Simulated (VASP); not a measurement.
Set up this calculation in VASP 6.6.1, as the native input.

```yaml
Task: single point
Functional: PBE
Potentials_or_basis: VASP PAW PBE potentials, release 64 (Cd, O)
Cutoff: 520 eV
k_mesh: 10 × 10 × 10
Occupations: gaussian, width 0.011 eV
Spin: no spin polarisation
Further_INCAR_settings: ALGO = Fast; EDIFF = 1e-06
```

The structure of CdO (Monteponite) lies in POSCAR:

```
CdO
1.0
    0.0000000000      2.3495000000      2.3495000000
    2.3495000000      0.0000000000      2.3495000000
    2.3495000000      2.3495000000      0.0000000000
Cd O
1 1
Direct
    0.0000000000      0.0000000000      0.0000000000
    0.5000000000      0.5000000000      0.5000000000
```

These files were run (other wordings do the same):

INCAR

```
SYSTEM = CdO
PREC = Accurate
ENCUT = 520
EDIFF = 1E-6
ISMEAR = 0
SIGMA = 0.011
LREAL = .False.
LASPH = .True.
NELM = 100
ALGO = Fast
ISIF = 2
LWAVE = .False.
LCHARG = .True.
GGA = PE
LELF = .True.
LVHAR = .True.
```

KPOINTS

```
Automatic mesh
0
Gamma
  10 10 10
  0 0 0
```

Potentials or basis: VASP PAW PBE potentials, release 64 (Cd, O).

Command:

```console
$ cat potpaw_PBE.64/Cd/POTCAR potpaw_PBE.64/O/POTCAR > POTCAR
$ mpirun -np 1 vasp_std > vasp.out
```

Results of the run:

```json
{
 "Pressure": "7.6 GPa",
 "Band gap on the k mesh": "none (metal or under the smearing width)"
}
```

Caveat: this crystal is a semiconductor, whose small gap the functional closes, so the metal is an error of the method.

Run time: 29 s on 1 thread of Intel(R) Xeon(R) Platinum 8488C (Sapphire Rapids), with other jobs on the host, peak memory 0.16 GiB.
